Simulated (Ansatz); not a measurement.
# Structure relaxation of Be₂S₃

The calculation used DFT PBE, scalar-relativistic, plane waves, PAW in Ansatz 0.2.0. Cutoff 420 eV, Γ-centred k mesh, Gaussian smearing, no spin polarisation in the final step.

Be₂S₃ was placed on the corundum structure type (R-3c, No. 167), with Be in place of Al, S in place of O, at a guessed volume.

```
CELL_PARAMETERS angstrom
2.93509 1.69458 5.34231
-2.93509 1.69458 5.34231
0.00000 -3.38915 5.34231
ATOMIC_POSITIONS crystal
Be 0.85218 0.85218 0.85218
Be 0.64782 0.64782 0.64782
Be 0.14782 0.14782 0.14782
Be 0.35218 0.35218 0.35218
S 0.05625 0.44375 0.75000
S 0.75000 0.05625 0.44375
S 0.44375 0.75000 0.05625
S 0.94375 0.55625 0.25000
S 0.25000 0.94375 0.55625
S 0.55625 0.25000 0.94375
```

Cell and atoms relax at zero pressure; the relaxation can't lower the symmetry of the start. After a coarse first stage the cell is made exact in the group found at 0.06 Å.

Energies over the elements count from the elements' standard structures at the same level, with no empirical corrections.

**Question.** Which crystal results?

**Answer.** It keeps R-3c (No. 167). The result has the corundum structure. Conventional cell: a = 5.882 Å, c = 14.149 Å. Be has 3 S at 2.13 Å and 3 S at 2.48 Å; S has 2 Be at 2.13 Å and 2 Be at 2.48 Å.

```cif
data_structure
_symmetry_space_group_name_H-M 'R-3c:H'
_symmetry_Int_Tables_number 167
_cell_length_a 5.8820
_cell_length_b 5.8820
_cell_length_c 14.1489
_cell_angle_alpha 90.000
_cell_angle_beta 90.000
_cell_angle_gamma 120.000
_cell_volume 423.94
loop_
_atom_site_label
_atom_site_type_symbol
_atom_site_symmetry_multiplicity
_atom_site_Wyckoff_symbol
_atom_site_fract_x
_atom_site_fract_y
_atom_site_fract_z
_atom_site_occupancy
Be1 Be 12 c 0.33333 0.66667 0.52487 1
S1 S 18 e 0.99814 0.33333 0.08333 1
```

**Question.** What are its volume, energy, density and gap?

**Answer.** The volume per atom is 14.13 Å³ and the density is 2.68 g/cm³. The energy over the elements is -0.22 eV/atom and the gap on the 12×12×12 mesh is 0 eV (a metal).

The final run used a 12×12×12 mesh on its 10-atom cell and 0.10 eV smearing. The k mesh leaves about 4 meV/atom of noise in metals. Symmetry constrained the relaxation, so the result can be a saddle point. The steps took about 10 core-minutes in all.